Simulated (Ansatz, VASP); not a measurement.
# CdF2: VASP beside Ansatz

Contents of INCAR:

```
SYSTEM = CdF2
  ALGO = Normal
  EDIFF = 1E-7
  ENCUT = 520
  GGA = PS
  ISIF = 2
  ISMEAR = -1
  LASPH = .True.
  LCHARG = .False.
  LREAL = .False.
  LWAVE = .False.
  NBANDS = 20
  NELM = 100
  PREC = Accurate
  SIGMA = 0.05
```

File KPOINTS:

```
k-points
0
Gamma
  9 9 9
  0 0 0
```

POSCAR

```
CdF2
1.0
    0.0000000000      2.7118415796      2.7118415796
    2.7118415796      0.0000000000      2.7118415796
    2.7118415796      2.7118415796      0.0000000000
Cd F
1 2
Direct
    0.0000000000      0.0000000000      0.0000000000
    0.7500000000      0.7500000000      0.7500000000
    0.2500000000      0.2500000000      0.2500000000
```

input.yaml

```yaml
crystal:
  lattice:
    - [0.0, 2.7118415796, 2.7118415796]
    - [2.7118415796, 0.0, 2.7118415796]
    - [2.7118415796, 2.7118415796, 0.0]
  atoms:
    - { symbol: Cd, position: [0.0, 0.0, 0.0] }
    - { symbol: F, position: [0.75, 0.75, 0.75] }
    - { symbol: F, position: [0.25, 0.25, 0.25] }
hamiltonian:
  xc: pbesol
  pseudopotentials: { kind: paw }
kpoints:
  mp_grid: { grid: [9, 9, 9] }
scf:
  occupations: { method: fermi_dirac, width: 0.05 }
output:
  forces: true
  stress: true
  eigenvalues: true
```

Change from the starting cell: volume scaled by 1.02.

Alike in both runs: task single point; functional PBEsol; k mesh 9 × 9 × 9; occupations fermi-dirac, width 0.05 eV; no spin polarisation.

|  | VASP | Ansatz |
| --- | --- | --- |
| version | VASP 6.6.1 | Ansatz 0.2.0 |
| potentials or method | VASP PAW PBE potentials, release 64 (Cd, F) | Ansatz PAW |
| plane-wave cutoff (eV) | 520 | 420 |
| valence electrons in the cell | 26 | 34 |

VASP gave:

| Item | Value |
| --- | --- |
| gap on the k mesh at the Fermi level (eV) | 2.87 |
| least direct gap on the mesh (eV) | 3.35 |
| pressure (GPa) | -1.6 |

Problem. Which values does Ansatz return?

Solution. gap on the k mesh at the Fermi level (eV): 2.90; least direct gap on the mesh (eV): 3.38; pressure (GPa): -2.3.

The two sets of potentials don't hold the same shells in valence.

Caveats: the PAW data sets were made with another functional, which shifts forces and pressure a little (VASP); an odd mesh through Γ misses points on the zone boundary, where band edges often lie (VASP); odd divisions of the mesh miss points on the zone boundary, where band edges often lie, so the gap on the mesh can be too wide (Ansatz); the pressure holds a Pulay correction of +0.7 GPa for the finite cutoff (Ansatz); the PAW data sets come from PBE, with cores solved anew for the run's functional, which leaves a small shift of forces and pressure (Ansatz).
